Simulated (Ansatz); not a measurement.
Clusters are cut from relaxed bulk LiH (Fm-3m, 8.04 Å³/atom, gap on the mesh 2.98 eV) and relaxed in a periodic box with vacuum; the excess energy counts from that bulk.

Method: DFT PBE, scalar-relativistic, plane waves, PAW (Ansatz 0.2.0).

Settings: cutoff 420 eV, Γ-centred mesh 1×1×1 on the computed 6-atom cell, Gaussian smearing of 0.05 eV; no spin polarisation.

Start (Li3H3, sphere cut, shaken):

```yaml
crystal:
  lattice:
    - [10.50000, 0.00000, 0.00000]
    - [0.00000, 10.80000, 0.00000]
    - [0.00000, 0.00000, 11.10000]
  atoms:
    - { symbol: Li, position: [0.40832, 0.40937, 0.41929] }
    - { symbol: H, position: [0.59449, 0.39979, 0.41431] }
    - { symbol: Li, position: [0.40715, 0.56968, 0.59174] }
    - { symbol: H, position: [0.60451, 0.60311, 0.59431] }
    - { symbol: Li, position: [0.58006, 0.59604, 0.40910] }
    - { symbol: H, position: [0.41017, 0.61136, 0.41491] }
```

Q: Give the relaxed structure and its energy.

A: The free energy falls by 300 meV/atom. It ends far from its start (an atom moved by over half a bond, or the period changed much).

```
excess energy (eV per host atom)                      : 0.503
gap on the mesh (eV)                                  : 4.42
highest filled level or Fermi level under vacuum (eV) : 5.35
```

Relaxed structure:
```yaml
crystal:
  lattice:
    - [10.50000, 0.00000, 0.00000]
    - [0.00000, 10.80000, 0.00000]
    - [0.00000, 0.00000, 11.10000]
  atoms:
    - { symbol: Li, position: [0.42298, 0.44678, 0.38280] }
    - { symbol: H, position: [0.58514, 0.42422, 0.37455] }
    - { symbol: Li, position: [0.42739, 0.62576, 0.55959] }
    - { symbol: H, position: [0.59024, 0.63003, 0.57779] }
    - { symbol: Li, position: [0.65218, 0.52229, 0.47935] }
    - { symbol: H, position: [0.32677, 0.54027, 0.46956] }
```

Each run keeps its start's symmetry and one magnetic start, so lower states can exist.

It took 8.8 s on 4 threads of Intel(R) Xeon(R) Platinum 8488C (Sapphire Rapids), on a shared host, peak memory 0.69 GiB.